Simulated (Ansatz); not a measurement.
KNbO₃, space group Pm-3m, an equation of state with a fit

Computed with Ansatz 0.2.0, Python API.

The cells in order, each with its output:

**Cell 1**
```python
import warnings

import ansatz as az
import numpy as np
from pymatgen.analysis.eos import EOS
```

**Cell 2**
```python
vectors0 = np.array([
    [4.029183, 0.0, 0.0],
    [0.0, 4.029183, 0.0],
    [0.0, 0.0, 4.029183],
])
sites = [
    ("K", [0.0, 0.0, 0.0]),
    ("Nb", [0.5, 0.5, 0.5]),
    ("O", [0.0, 0.5, 0.5]),
    ("O", [0.5, 0.0, 0.5]),
    ("O", [0.5, 0.5, 0.0]),
]
```

**Cell 3**
```python
def make_crystal(cell):
    crystal = az.Crystal(lattice=az.Lattice.of(cell))
    for symbol, position in sites:
        crystal = crystal.atom(symbol, position)
    return crystal
```

**Cell 4**
```python
warnings.simplefilter("ignore", az.DeckWarning)

# scale the volume, keep shape and fractions
volumes, energies, pressures = [], [], []
for scale in np.linspace(0.94, 1.06, 7):
    cell = vectors0 * scale ** (1 / 3)
    calculation = (
        make_crystal(cell).calculation()
        .functional("pbesol")
        .basis(450)
        .occupations(az.OccupationsMethod.FIXED)
        .kpoints(6, 6, 6)
        .stress()
    )
    summary = calculation.run().report
    volumes.append(abs(np.linalg.det(cell)) / len(sites))
    energies.append(summary["free_energy_ev"] / len(sites))
    pressures.append(np.trace(summary["stress_gpa"]) / 3)
    print(f"V = {volumes[-1]:8.4f} A^3/atom  F = {energies[-1]:.5f} eV/atom  P = {pressures[-1]:8.3f} GPa")
```
Output:
```text
V =  12.2973 A^3/atom  F = -1539.85573 eV/atom  P =    6.087 GPa
V =  12.5589 A^3/atom  F = -1539.86205 eV/atom  P =    1.718 GPa
V =  12.8206 A^3/atom  F = -1539.86161 eV/atom  P =   -2.182 GPa
V =  13.0822 A^3/atom  F = -1539.85515 eV/atom  P =   -5.663 GPa
V =  13.3438 A^3/atom  F = -1539.84332 eV/atom  P =   -8.769 GPa
V =  13.6055 A^3/atom  F = -1539.82669 eV/atom  P =  -11.538 GPa
V =  13.8671 A^3/atom  F = -1539.80580 eV/atom  P =  -14.003 GPa
```

**Cell 5**
```python
for form in ["birch_murnaghan", "murnaghan"]:
    fit = EOS(eos_name=form).fit(volumes, energies)
    print(f"{form:18s} V0 {fit.v0:8.4f} A^3/atom  B0 {fit.b0_GPa:7.1f} GPa  B1 {fit.b1:5.2f}")
```
Output:
```text
birch_murnaghan    V0  12.6706 A^3/atom  B0   190.6 GPa  B1  4.57
murnaghan          V0  12.6703 A^3/atom  B0   190.7 GPa  B1  4.73
```

A third-order Birch-Murnaghan fit through the 7 points has its minimum at 12.67 Å³ an atom, 3.1 % below the typed cell, with a bulk modulus of 191 GPa and dB/dP = 4.6. From that minimum the energy rises by 6.9 meV an atom on the compressed side and 56.8 meV on the expanded side. The window is off centre, so dB/dP is rough.

What to keep in mind:
- Absolute energies stand on the zero of these potentials, so only differences at equal settings mean something.
- No spin polarisation was allowed.
- This is a high-temperature or high-pressure form, not the ambient phase.
- Pressure is positive in compression.
- At these settings the cell as given stands under about -6 GPa, so it isn't at this functional's equilibrium volume.
- The structure comes from a database of computed cells and needn't be a stable or known phase.
- Timing: 16 s on 1 thread of Arm Neoverse V1, with other jobs on the host, peak memory 0.49 GiB.
